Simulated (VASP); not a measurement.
Computed with PBEsol GGA, VASP's PBE PAW potentials (set 64) (plane waves; VASP).

VASP ran on this input.

INCAR:
```
SYSTEM = ZnTe
PREC = Accurate; ENCUT = 480; LREAL = .FALSE.
LASPH = .TRUE.
EDIFF = 1E-7; NELM = 100; ALGO = Normal
LMAXMIX = 4
ISMEAR = 0; SIGMA = 0.05
GGA = PS
ISIF = 2
LWAVE = .FALSE.; LCHARG = .FALSE.
```

**POSCAR**
```
ZnTe
1
   -0.0000000000     3.0324034432     3.0324034432
    3.0324034432    -0.0000000000     3.0324034432
    3.0324034432     3.0324034432    -0.0000000000
Zn Te
1 1
Direct
 -0.0329771423  -0.0329771423   0.0329771423
  0.2500000000   0.2500000000   0.2500000000
```

**KPOINTS**
```
K-points
0
G
 8 8 8
```

POTCAR, in this order: Zn Te (PBE.64 set). Program: vasp_std.

Output

### OSZICAR
```
       N       E                     dE             d eps       ncg     rms          rms(c)
DAV:   1     0.737215965869E+02    0.73722E+02   -0.77743E+03  2470   0.142E+03
DAV:   2    -0.169275250092E+01   -0.75414E+02   -0.72574E+02  2570   0.251E+02
DAV:   3    -0.597136950971E+01   -0.42786E+01   -0.42615E+01  3105   0.606E+01
DAV:   4    -0.603174594872E+01   -0.60376E-01   -0.60363E-01  3065   0.701E+00
DAV:   5    -0.603272302638E+01   -0.97708E-03   -0.97707E-03  3045   0.719E-01    0.512E+00
DAV:   6    -0.582682144741E+01    0.20590E+00   -0.80502E-01  3010   0.282E+01    0.400E+00
DAV:   7    -0.581338374091E+01    0.13438E-01   -0.14359E-01  2740   0.467E+00    0.168E+00
DAV:   8    -0.581079194589E+01    0.25918E-02   -0.52254E-03  3130   0.786E-01    0.398E-01
DAV:   9    -0.581065109595E+01    0.14085E-03   -0.91050E-04  3035   0.478E-01    0.133E-01
DAV:  10    -0.581065562539E+01   -0.45294E-05   -0.13308E-04  2835   0.130E-01    0.960E-02
DAV:  11    -0.581067651201E+01   -0.20887E-04   -0.37266E-05  2623   0.382E-02    0.212E-02
DAV:  12    -0.581067868725E+01   -0.21752E-05   -0.72278E-06  3288   0.429E-02    0.192E-02
DAV:  13    -0.581067858938E+01    0.97864E-07   -0.10425E-06  2805   0.109E-02    0.940E-03
DAV:  14    -0.581067861581E+01   -0.26423E-07   -0.40776E-07  3040   0.440E-03
   1 F= -.58106786E+01 E0= -.58106786E+01  d E =-.200178E-12
```

### OUTCAR
```
------------------------ aborting loop because EDIFF is reached ----------------------------------------
  FORCE on cell =-STRESS in cart. coord.  units (eV):
  Direction    XX          YY          ZZ          XY          YZ          ZX
  --------------------------------------------------------------------------------------
  Total        0.4259415      0.4259415      0.1611554     -1.1266656      0.0000000      0.0000000
  in kB       12.2368501     12.2368501      4.6298232    -32.3679106      0.0000000      0.0000000
  external PRESSURE =       9.7011744 kB  Pullay stress =       0.0000000 kB
  volume of cell :       55.77
      direct lattice vectors                 reciprocal lattice vectors
     0.000000000  3.032403443  3.032403443    -0.164885712  0.164885712  0.164885712
     3.032403443  0.000000000  3.032403443     0.164885712 -0.164885712  0.164885712
     3.032403443  3.032403443  0.000000000     0.164885712  0.164885712 -0.164885712
 POSITION                                       TOTAL-FORCE (eV/Angst)
 -----------------------------------------------------------------------------------
      3.03240      3.03240      5.86481        -0.000000     -0.000000      1.040078
      1.51620      1.51620      1.51620         0.000000      0.000000     -1.040078
 -----------------------------------------------------------------------------------
    total drift:                                0.000001      0.000001      0.001181
  FREE ENERGIE OF THE ION-ELECTRON SYSTEM (eV)
  ---------------------------------------------------
  free  energy   TOTEN  =        -5.8106786158 eV

  energy  without entropy=       -5.8106786158  energy(sigma->0) =       -5.81067862
```
(Selected blocks of OUTCAR.)

The compound is ZnTe in the zinc blende structure. This cell was strained or had an atom moved on purpose.
